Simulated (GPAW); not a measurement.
The system is Zr.

```
Zr
1.0
     3.23200    0.00000    0.00000
    -1.61600    2.79899    0.00000
     0.00000    0.00000    5.14700
Zr
2
Direct
  0.66667 0.33333 0.75000
  0.33333 0.66667 0.25000
```

| Property | Result |
| --- | --- |
| Program | GPAW 26.7.0 |
| Task | relaxation of cell and atoms |
| Functional | RPBE |
| Dispersion | D3(BJ) |
| Potentials or basis | the program's PAW data sets (release 1.2.1) made for this functional |
| Cutoff | 600 eV |
| Basis | pw |
| k mesh | 9 × 9 × 5 |
| Occupations | fermi-dirac, width 0.05 eV |
| Spin | no spin polarisation |

At the start: pressure -28.7 GPa; volume 23.28 Å³/atom.

Q: Where does the relaxation end?

A: Over 7 steps the energy falls by 641.4 meV/atom and the volume is 17.34 Å³/atom (-25.5 %); space group P6_3/mmc (No. 194, to 0.05 Å).

Step by step:
```tsv
step	energy change (eV)	largest force (eV/Å)	pressure (GPa)	volume (Å³)
1	0.0000	0.0000	-28.73	46.56
2	-0.6430	0.0000	-22.74	42.58
3	-1.2501	0.0000	5.39	33.66
4	-1.2742	0.0000	-0.26	34.89
5	-1.2769	0.0000	-0.25	34.87
6	-1.2830	0.0000	-0.21	34.74
7	-1.2829	0.0000	-0.03	34.68
```

Final structure:
```
Zr
1.0
     2.88995    0.00000    0.00000
    -1.44498    2.50277    0.00000
     0.00000    0.00000    4.79525
Zr
2
Cartesian
  1.4450 0.8343 3.5964
  0.0000 1.6685 1.1988
```

Caveat: later steps reuse the first step's grids; the volume moved by over 15 % at a fixed basis, so the end points are rough; the volume moved by -26 % from the deposited cell, more than functionals usually miss; pairwise dispersion overbinds metals, which lowers pressure and volume.
